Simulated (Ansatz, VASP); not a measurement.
## One calculation of Nb, two programs

```
Nb
1.0
    -0.04230    2.09385    2.09385
     2.09385   -0.04230    2.09385
     2.09385    2.09385   -0.04230
Nb
1
Direct
  0.00000 0.00000 0.00000
```

Change from the starting cell: equal xy, yz and zx shear strains of -2 %, PAW files.

Alike in both runs: task electric field gradients; functional PBE; k mesh 13 × 13 × 13; occupations fermi-dirac, width 0.08 eV; no spin polarisation.

|  | VASP | Ansatz |
| --- | --- | --- |
| version | VASP 6.6.1 | Ansatz 0.2.0 |
| potentials or method | VASP PAW PBE potentials, release 64 (Nb_sv) | PAW with Ansatz's default frozen-core files, scalar-relativistic |
| plane-wave cutoff (eV) | 520 | 420 |
| valence electrons in the cell | 13 | 13 |

|  | VASP | Ansatz | Ansatz less VASP |
| --- | --- | --- | --- |
| pressure (GPa) | -1.5 | -1.2 | +0.31 |
| largest component of the traceless stress (GPa) | 0.63 | 0.67 | +0.035 |
| Vzz of the field gradient on the site that differs most (V/Å²) | 4.9 | 3.6 | -1.28 |

Ansatz warned: «gradients_without_spin_orbit».
